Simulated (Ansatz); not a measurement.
Input and command of a calculation in Ansatz (plane waves; scalar-relativistic PAW potentials unless the input names others):

```yaml
crystal:
  lattice:
    - [4.6436703514, 0.0, 0.0]
    - [-2.3218351757, 4.0215364912, 0.0]
    - [0.0, 0.0, 4.5291973523]
  atoms:
    - { symbol: K, position: [0.0, 0.0, 0.0] }
    - { symbol: I, position: [0.6666666667, 0.3333333333, 0.5] }
basis:
  ecutwfc: 420
kpoints:
  mp_grid: { grid: [6, 6, 6] }
hamiltonian:
  xc: pbe
scf:
  occupations: { method: gaussian, width: 0.01 }
  algorithm: direct_min
output:
  forces: true
  eigenvalues: true
  stress: true
relax:
  adjacent_minimum: "off"
  f_tol: 0.01
  max_steps: 80
  cell: { stress_tol: 0.05 }
```

```bash
ansatz run input.yaml --threads 1 --pin off --max-ram 2560MiB --backend cpu --events-out ev --progress --plain --runs-dir out
```

Abridged log:
```
Pseudopotentials: kind: paw
Pseudopotential: K, paw, valence charge 9, recommended cutoff 420 eV (normal)
Pseudopotential: I, paw, valence charge 17, recommended cutoff 420 eV (normal)
Functional definition: PBE
Crystal: 2 atoms, lattice volume = 84.581 Å³
Basis set: ecut = 420 eV, 1653 PW (Γ), exchange–correlation on 64×64×64 points (8 copies of the dense FFT grid, shifted against one another)
Bands: 17, of which v1, the nominal top of the filled ones, is band 13 counted from 1 (12 counted from 0)
Symmetry: 12 space group operations
Space group: P-6m2 (ITA 187), of the structure as read, at distance tolerance 4.4e-5 Å
k-points: 28 of 216 (time reversal used)
Initial density: superposition of atomic densities (neutral atoms: chi_scale 0, normalization atom), corrected by the library's trained network
Initial wavefunctions: pseudopotential atomic-orbital guess
Functional: x = pbe(κ = 0.804, μ = 0.21951497), c = pbe(β = 0.06672455)
SCF iter   1: F=—  HF=-9053.572700 eV  |F-HF|=—  |Δ(HF+E_count)|=         —  Δρ=4.19e-4  dr2=1.30e-4  ethr=1.77e-3  ⟨swp⟩=15.1  Hψ=2511  notcnv=0
SCF iter   2: F=—  HF=-9053.573772 eV  |F-HF|=—  |Δ(HF+E_count)|=   1.07e-3  Δρ=1.35e-4  dr2=1.29e-5  ethr=4.94e-8  ⟨swp⟩=3.0  Hψ=3031  notcnv=0  defer=49
SCF iter   3: F=—  HF=-9053.573773 eV  |F-HF|=—  |Δ(HF+E_count)|=   1.01e-6  Δρ=5.45e-5  dr2=2.93e-6  ethr=4.94e-8  ⟨swp⟩=4.2  Hψ=1259  notcnv=0  defer=17
SCF iter   4: F=-9053.573771 eV  HF=-9053.573771 eV  |F-HF|=2.64e-9  |Δ(HF+E_count)|=   1.25e-6  Δρ=2.30e-6  dr2=5.46e-9  ethr=1.13e-8  ⟨swp⟩=2.8  Hψ=890  notcnv=0  defer=11
SCF 1 converged in 4 iterations: F = -9053.573771 eV  dr2 = 5.46e-9
  Residual-converged pass: ⟨swp⟩=4.0  Hψ=1306  notcnv=0  max |occ|·‖R‖ = 6.1e-6 eV (tolerance 6.7e-6 eV) dr2=5.25e-9  dr2_onsite=3.13e-10  max |Δocc| = 0.0e0
relax step   1: F+E_penalty+E_count = -9053.57377143 eV  Δ(F+E_penalty+E_count) = +0.000e0 eV  max|allowed force component| = 2.891e-19 eV/Å  Δτ_max = 0.0000 Å  P = +1.131 GPa  Ω = 84.581 Å³  (4 SCF iters, dr2 threshold 1.00e-7 eV, accepted)
Crystal: 2 atoms, lattice volume = 88.008 Å³
Basis set: ecut = 420 eV, 1701 PW (Γ), exchange–correlation on 64×64×64 points (8 copies of the dense FFT grid, shifted against one another)
Initial density: handed on by an earlier stage of this run
Initial wavefunctions: those handed on with the density
SCF iter   1: F=—  HF=-9053.598849 eV  |F-HF|=—  |Δ(HF+E_count)|=         —  Δρ=1.23e-3  dr2=3.06e-3  ethr=1.66e-5  ⟨swp⟩=8.9  Hψ=3139  notcnv=0
SCF iter   2: F=—  HF=-9053.598087 eV  |F-HF|=—  |Δ(HF+E_count)|=   7.62e-4  Δρ=7.89e-4  dr2=8.84e-4  ethr=1.18e-5  ⟨swp⟩=5.4  Hψ=1501  notcnv=0  defer=35
SCF iter   3: F=—  HF=-9053.597732 eV  |F-HF|=—  |Δ(HF+E_count)|=   3.55e-4  Δρ=1.42e-4  dr2=3.85e-5  ethr=1.51e-7  ⟨swp⟩=3.3  Hψ=2129  notcnv=0  defer=10
SCF iter   4: F=—  HF=-9053.597715 eV  |F-HF|=—  |Δ(HF+E_count)|=   1.71e-5  Δρ=1.04e-5  dr2=1.22e-7  ethr=1.48e-7  ⟨swp⟩=2.2  Hψ=880  notcnv=0
   ...
SCF iter   3: F=—  HF=-9053.610179 eV  |F-HF|=—  |Δ(HF+E_count)|=   1.46e-5  Δρ=2.75e-5  dr2=1.61e-6  ethr=6.38e-9  ⟨swp⟩=2.7  Hψ=1796  notcnv=0
SCF iter   4: F=-9053.610178 eV  HF=-9053.610178 eV  |F-HF|=2.43e-9  |Δ(HF+E_count)|=   6.90e-7  Δρ=1.79e-6  dr2=3.35e-9  ethr=6.21e-9  ⟨swp⟩=2.0  Hψ=841  notcnv=0
SCF 4 converged in 4 iterations: F = -9053.610178 eV  dr2 = 3.35e-9
  Residual-converged pass: ⟨swp⟩=4.1  Hψ=1356  notcnv=0  max |occ|·‖R‖ = 3.3e-6 eV (tolerance 3.3e-6 eV) dr2=4.55e-9  dr2_onsite=3.82e-10  max |Δocc| = 0.0e0
relax step   4: F+E_penalty+E_count = -9053.61017790 eV  Δ(F+E_penalty+E_count) = -2.144e-4 eV  max|allowed force component| = 1.879e-18 eV/Å  Δτ_max = 0.0000 Å  P = +0.014 GPa  Ω = 93.206 Å³  energy of the carried Pulay correction = -3.989e-4 eV  (4 SCF iters, dr2 threshold 2.52e-8 eV, accepted)
Basis set: ecut = 420 eV, 1785 PW (Γ), exchange–correlation on 72×72×64 points (8 copies of the dense FFT grid, shifted against one another)
Initial wavefunctions: pseudopotential atomic-orbital guess (no wavefunctions were taken with the density)
SCF iter   1: F=—  HF=-9053.588729 eV  |F-HF|=—  |Δ(HF+E_count)|=         —  Δρ=8.76e-4  dr2=3.35e-5  ethr=2.91e-6  ⟨swp⟩=16.5  Hψ=4691  notcnv=2
SCF iter   2: F=—  HF=-9053.610473 eV  |F-HF|=—  |Δ(HF+E_count)|=   2.17e-2  Δρ=8.89e-5  dr2=1.30e-5  ethr=1.29e-7  ⟨swp⟩=6.9  Hψ=1665  notcnv=0  defer=15
SCF iter   3: F=—  HF=-9053.610503 eV  |F-HF|=—  |Δ(HF+E_count)|=   2.97e-5  Δρ=3.01e-5  dr2=1.53e-6  ethr=5.01e-8  ⟨swp⟩=3.6  Hψ=1129  notcnv=0  defer=3
SCF iter   4: F=—  HF=-9053.610502 eV  |F-HF|=—  |Δ(HF+E_count)|=   5.40e-7  Δρ=2.80e-6  dr2=7.45e-9  ethr=2.88e-11  ⟨swp⟩=4.4  Hψ=2345  notcnv=0
SCF iter   5: F=—  HF=-9053.610502 eV  |F-HF|=—  |Δ(HF+E_count)|=  4.42e-10  Δρ=3.57e-7  dr2=1.03e-10  ethr=2.86e-11  ⟨swp⟩=3.0  Hψ=939  notcnv=0
SCF iter   6: F=-9053.610502 eV  HF=-9053.610502 eV  |F-HF|=3.64e-12  |Δ(HF+E_count)|=  2.91e-11  Δρ=4.31e-8  dr2=1.10e-12  ethr=1.00e-12  ⟨swp⟩=3.0  Hψ=1008  notcnv=0
SCF 5 converged in 6 iterations: F = -9053.610502 eV  dr2 = 1.10e-12
  Residual-converged pass: ⟨swp⟩=5.0  Hψ=1750  notcnv=0  max |occ|·‖R‖ = 1.0e-8 eV (tolerance 1.0e-8 eV) dr2=1.23e-12  dr2_onsite=2.82e-13  max |Δocc| = 0.0e0
SCF converged after 6 iterations
Stability not checked: this state was not tested for a lower state beside it, because a direct minimisation reached the state, and no test of it is asked (direct_minimisation; see scf.lower_state_search)
Free energy (F): -9053.610502 eV
Harris-Foulkes:  -9053.610502 eV  (|F-HF|=3.64e-12)
Internal energy: -9053.610502 eV  (E = F + TS)
E sigma→0 (E₀):  -9053.610502 eV
Fermi energy:    3.845573 eV
--- Forces (eV/Å), atoms counted from 1 ---
  atom   1  K      0.00000000     0.00000000     0.00000000
  atom   2  I      0.00000000     0.00000000     0.00000000
--- Stress (GPa, compression-positive) ---
        0.009127       0.000000       0.000000
        0.000000       0.009127       0.000000
        0.000000       0.000000       0.021790
  P = ⅓ Tr σ = 0.0133 GPa (0.133 kbar)
--- Relaxed structure (4 steps of the walk, 4 accepted, 1 SCFs on fresh bases) ---
  F+E_penalty+E_count = -9053.61050213 eV   max|allowed force component| = 1.590e-18 eV/Å   (the final SCF, on the basis selected at the relaxed cell)
  cell:  # Å, volume = 93.2064 Å³
    - [4.89164519, 0.0, 0.0]
    - [-2.44582259, 4.23628900, 0.0]
    - [0.0, 0.0, 4.49785443]
  atoms:
    - { symbol: K, position: [0.0, 0.0, 0.0] }
    - { symbol: I, position: [0.66666666, 0.33333333, 0.5] }
```

Apart from outputs and empty bands, the input differs from a reference run on usual settings in scf.occupations.width: 0.02 → 0.01; scf.algorithm: not typed → "direct_min". The reference, at the same start, ended its own course with a relaxed volume of 46.60 Å³/atom, pressure 0.01 GPa, largest force 0.000 eV/Å, gap on the mesh 3.63 eV. This run converged in 24 SCF iterations over all its steps (reference: 32) with an energy at zero smearing within 0.01 meV/atom of the reference's, a relaxed volume of 46.60 Å³/atom, pressure 0.01 GPa, largest force 0.000 eV/Å, gap on the mesh 3.63 eV.

The run took 18 s on 1 thread of Intel(R) Xeon(R) 6975P-C (Granite Rapids), on a shared host, peak memory 0.44 GiB.